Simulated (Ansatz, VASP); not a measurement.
## BN: VASP beside Ansatz

The input INCAR:

```
PREC     = Accurate       # precision mode
ENCUT    = 520            # plane-wave cutoff, eV
EDIFF    = 1E-6           # SCF threshold, eV
ISMEAR   = 0              # smearing method
SIGMA    = 0.01           # smearing width, eV
LREAL    = False          # projectors in reciprocal space
LASPH    = True           # aspherical terms in the spheres
NELM     = 100            # most SCF steps
ALGO     = Normal         # electronic algorithm
ISIF     = 2              # what is computed and relaxed
LWAVE    = False          # write WAVECAR
LCHARG   = False          # write CHGCAR
GGA      = PS             # functional
NBANDS   = 11             # bands
```

The input KPOINTS:

```
Automatic mesh
0
Gamma
  10 10 10
```

POSCAR

```
BN
1.0
    0.0000000000      1.6994276261      1.6994276261
    1.6994276261      0.0000000000      1.6994276261
    1.6994276261      1.6994276261      0.0000000000
B N
1 1
Direct
    0.0000000000      0.0000000000      0.0000000000
    0.2500000000      0.2500000000      0.2500000000
```

Input for Ansatz:

```yaml
crystal:
  lattice:
    - [0.0, 1.6994276261, 1.6994276261]
    - [1.6994276261, 0.0, 1.6994276261]
    - [1.6994276261, 1.6994276261, 0.0]
  atoms:
    - { symbol: B, position: [0.0, 0.0, 0.0] }
    - { symbol: "N", position: [0.25, 0.25, 0.25] }
scf:
  occupations: { method: fixed }
output:
  forces: true
  stress: true
  eigenvalues: true
  write_density: true
  write_potential: true
  elf: true
  volumetric_format: npy
hamiltonian:
  xc: pbesol
basis:
  ecutwfc: 600
kpoints:
  mp_grid: { grid: [10, 10, 10] }
```

Alike in both runs: task single point; functional PBEsol; k mesh 10 × 10 × 10; no spin polarisation.

```csv
,VASP,Ansatz
version,VASP 6.6.1,Ansatz 0.2.0
potentials or method,"VASP PAW PBE potentials, release 64 (B, N)","scalar-relativistic, plane waves, PAW"
plane-wave cutoff (eV),520,600
occupations,"gaussian, width 0.01 eV",fixed
valence electrons in the cell,8,8
```

VASP gave:

* gap on the k mesh at the Fermi level (eV): 4.45
* least direct gap on the mesh (eV): 9.63

Problem. Which values does Ansatz return?

Solution. gap on the k mesh at the Fermi level (eV): 4.47; least direct gap on the mesh (eV): 9.65.

 PBEsol gaps usually lie below the measured ones, often by a third to a half. A k mesh can miss the band edges.
